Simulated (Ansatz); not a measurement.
**Zn (hcp)**

Computed with Ansatz (plane waves, PAW, 420 eV cutoff): LDA, scalar-relativistic, no spin polarisation, Γ-centred 18×18×10 mesh, 0.05 eV Gaussian smearing; PAW files: Ansatz's generated set soft_2.

```
CELL_PARAMETERS angstrom
2.55156 0.00000 0.00000
-1.27578 2.20972 0.00000
0.00000 0.00000 4.84887
ATOMIC_POSITIONS crystal
Zn 0.33333 0.66667 0.75000
Zn 0.66667 0.33333 0.25000
```

Path: Γ–M–K–Γ–A–L–H–A | L–M | H–K, with Γ = (0.000, 0.000, 0.000), M = (0.500, 0.000, 0.000), K = (0.333, 0.333, 0.000), A = (0.000, 0.000, 0.500), L = (0.500, 0.000, 0.500), H = (0.333, 0.333, 0.500) in reciprocal vectors of the calculation's cell.

Is it a metal or an insulator, and if it has a gap, where are the band edges on this path?

A metal: bands cross the Fermi level.

Bands as a text map, energy in eV from the Fermi level (dashes), each leg drawn with the same width:
```
  1.71 |      *      * *          *              *            **           
  1.43 |                                        *             *     *      
  1.14 |                                       *  *          *     ***     
  0.86 |     *          *                     *             **       **    
  0.57 |                         *         ***   *        ***         **   
  0.29 |              *  *                                              ***
  0.00 |-------------------------------------------------------------------
 -0.29 |             *                          *                          
 -0.57 |     **      *          *                                          
 -0.86 |    *       *    *                     *                           
 -1.14 |            *                              *                       
 -1.43 |           *      *                   *                            
 -1.71 |    *     **           *             *                             
 -2.00 |   *   ***        *                **             *********        
 -2.29 |          *                                        **              
 -2.57 |   *           *      *                              *             
 -2.86 |  *     **         *                                  **           
 -3.14 |***    *            **                                  ***        
 -3.43 |                                  *         *                      
 -3.71 |                                                                   
 -4.00 | *                  *                                              
 -4.29 |*                    *                                             
 -4.57 |      *                                                            
 -4.86 |                *     *          *                                 
 -5.14 |                                                                   
 -5.43 |                       *                     *                     
 -5.71 |                                                                   
 -6.00 |                                                                   
        Γ      M      K      Γ      A      L      H      AL       MH      K
``` The relaxed cell is 10 % smaller in volume than the cell of this structure in the Crystallography Open Database (15.21 Å³/atom, 1963).
